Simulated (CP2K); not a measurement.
Crystal: HgTe (Coloradoite).

```xyz
2
Lattice="4.5460 0.0000 0.0000 2.2730 3.9369 0.0000 2.2730 1.3123 3.7118" Properties=species:S:1:pos:R:3 pbc="T T T"
Hg    0.0000    0.0000    0.0000
Te    6.8190    3.9369    2.7838
```

Base run:

```yaml
Program: CP2K 2026.2
Functional: PBEsol
Potentials_or_basis: POTENTIAL_UZH Hg GTH-PBE-q12, Te GTH-PBE-q6; TZVP-MOLOPT-PBE-GTH basis
Density_cutoff: 6123 eV
k_mesh: 7 × 7 × 7
Occupations: fermi-dirac, width 0.05 eV
Spin: no spin polarisation
```

Its results: band gap on the k mesh none (metal or under the smearing width); pressure 3.4 GPa.

Q: The run is repeated on the same cell with these changes: functional from PBEsol to PBE; eps_default from 1.0E-10 to 1.0E-9. What comes out?

A: Band gap on the k mesh none (metal or under the smearing width); pressure 5.5 GPa.

Caveats: the basis of atomic orbitals isn't converged, which shifts pressures, moduli and gaps; the potentials were made for another functional, which shifts forces and pressure (some runs); spin-orbit coupling is left out, which moves the levels of the heavy elements (some runs).
